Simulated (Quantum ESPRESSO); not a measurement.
Set up this calculation in Quantum ESPRESSO 7.5, as the native input.

* Task: dielectric tensor
* Functional: PBEsol
* Potentials or basis: PseudoDojo 0.4 FR PBEsol standard
* Cutoff: 1143 eV
* Density cutoff: 4572 eV
* k mesh: 6 × 6 × 4, shifted
* Occupations: fermi-dirac, width 0.05 eV
* Spin: spin-orbit coupling, no magnetisation
* Mixing beta: 0.5
* Most SCF iterations: 120
* SCF threshold: 8e-10 Ry

The system is GaN.

```xyz
4
Lattice="3.1800 0.0000 0.0000 -1.5900 2.7540 0.0000 0.0000 0.0000 5.1660" Properties=species:S:1:pos:R:3 pbc="T T T"
Ga    1.5900    0.9180    2.5830
Ga    0.0000    1.8360    0.0000
N     1.5900    0.9180    4.5203
N     0.0000    1.8360    1.9373
```

One way to write it, as run:

pw.in

```
&CONTROL
  calculation = 'scf'
  prefix = 'pwscf'
  outdir = './tmp'
  pseudo_dir = './pseudo'
  tprnfor = .true.
  tstress = .true.
  disk_io = 'low'
/
&SYSTEM
  ibrav = 0
  nat = 4
  ntyp = 2
  ecutwfc = 84
  nbnd = 52
  occupations = 'smearing'
  smearing = 'fd'
  degauss = 0.00367493
  noncolin = .true.
  lspinorb = .true.
/
&ELECTRONS
  conv_thr = 8d-10
  electron_maxstep = 120
  mixing_beta = 0.5
/
ATOMIC_SPECIES
Ga    69.7230 Ga.upf
N     14.0070 N.upf
CELL_PARAMETERS angstrom
   3.1800000000    0.0000000000    0.0000000000
  -1.5900000000    2.7539607840    0.0000000000
   0.0000000000    0.0000000000    5.1660000000
ATOMIC_POSITIONS crystal
Ga     0.6666666667    0.3333333333    0.5000000000
Ga     0.3333333333    0.6666666667    0.0000000000
N      0.6666666667    0.3333333333    0.8750000000
N      0.3333333333    0.6666666667    0.3750000000
K_POINTS automatic
6 6 4 0 0 1
```

scf2.in

```
&CONTROL
  calculation = 'scf'
  prefix = 'pwscf'
  outdir = './tmp'
  pseudo_dir = './pseudo'
  tprnfor = .true.
  tstress = .true.
  disk_io = 'low'
/
&SYSTEM
  ibrav = 0
  nat = 4
  ntyp = 2
  ecutwfc = 84
  nbnd = 52
  occupations = 'fixed'
  noncolin = .true.
  lspinorb = .true.
/
&ELECTRONS
  conv_thr = 1d-13
  electron_maxstep = 120
  mixing_beta = 0.5
  startingpot = 'file'
  startingwfc = 'file'
/
ATOMIC_SPECIES
Ga    69.7230 Ga.upf
N     14.0070 N.upf
CELL_PARAMETERS angstrom
   3.1800000000    0.0000000000    0.0000000000
  -1.5900000000    2.7539607840    0.0000000000
   0.0000000000    0.0000000000    5.1660000000
ATOMIC_POSITIONS crystal
Ga     0.6666666667    0.3333333333    0.5000000000
Ga     0.3333333333    0.6666666667    0.0000000000
N      0.6666666667    0.3333333333    0.8750000000
N      0.3333333333    0.6666666667    0.3750000000
K_POINTS automatic
6 6 4 0 0 1
```

ph.in

```
dielectric of GaN
&INPUTPH
  prefix = 'pwscf'
  outdir = './tmp'
  tr2_ph = 1d-16
  fildyn = 'dyn'
  niter_ph = 60
  alpha_mix(1) = 0.7
  epsil = .true.
  trans = .false.
  zeu = .true.
/
0.0000000000 0.0000000000 0.0000000000
```

Potentials or basis: PseudoDojo 0.4 FR PBEsol standard.

Run with:

```console
$ OMP_NUM_THREADS=1 pw.x -in pw.in > pw.out
$ OMP_NUM_THREADS=1 pw.x -in scf2.in > scf2.out
$ OMP_NUM_THREADS=1 ph.x -in ph.in > ph.out
```

Results of the run:

```
Pressure                                : 1.3 GPa
Largest force                           : 0.134 eV/Å
Electronic dielectric tensor (diagonal) : 6.14, 6.14, 5.82
Born charges (mean of the diagonal)     : Ga +2.67; N -2.70 e
```

Caveat: the Born charges break their sum rule by 0.07 e, a sign of too thin a mesh.

Wall time 20 min on 1 thread of Arm Neoverse V1 (shared host), peak memory 0.21 GiB.
